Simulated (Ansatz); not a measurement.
# LiF: the cost of one run

Method: DFT PBE+D3(BJ), scalar-relativistic, plane waves, PAW, in Ansatz 0.2.0.

1 further run of the same task is left out (set aside as unsound or not needed).

## (1) The system as given

It takes space group Fm-3m (No. 225, cubic). The conventional cell has a = 4.028 Å, b = 4.028 Å, c = 4.028 Å, α = 90.00°, β = 90.00°, γ = 90.00°. Li (site symmetry m-3m) is surrounded by 6 F at 2.01 Å. Around F (site symmetry m-3m) lie 6 Li at 2.01 Å.

As a file:

```
CELL_PARAMETERS angstrom
0.00000 2.01400 2.01400
2.01400 0.00000 2.01400
2.01400 2.01400 0.00000
ATOMIC_POSITIONS crystal
Li 0.00000 0.00000 0.00000
F 0.50000 0.50000 0.50000
```

Source of the structure: the Crystallography Open Database.

(A quick probe on a coarse mesh, which set the mesh and smearing, is not shown.)

## (3) The relaxation

File input.yaml:

```yaml
crystal:
  lattice:
    - [0.0, 2.014, 2.014]
    - [2.014, 0.0, 2.014]
    - [2.014, 2.014, 0.0]
  atoms:
    - { symbol: Li, position: [0.0, 0.0, 0.0] }
    - { symbol: F, position: [0.5, 0.5, 0.5] }
basis:
  ecutwfc: 420
kpoints:
  mp_grid: { grid: [10, 10, 10] }
hamiltonian:
  xc: pbe
  dispersion: d3bj
scf:
  occupations: { method: gaussian, width: 0.02 }
output:
  forces: true
  stress: true
  eigenvalues: true
  write_density: true
  write_potential: true
  elf: true
  volumetric_format: npy
relax:
  adjacent_minimum: "off"
  f_tol: 0.005
  max_steps: 80
  cell: { stress_tol: 0.05 }
```

Started as:

```console
$ ansatz run input.yaml --threads 2 --pin off --max-ram 5120MiB --backend cpu --events-out ev --progress --plain --runs-dir out
```

What time and memory should one allow on 2 threads of Arm Neoverse V1, shared host?

About 2.5 s, with a peak of 0.27 GiB.
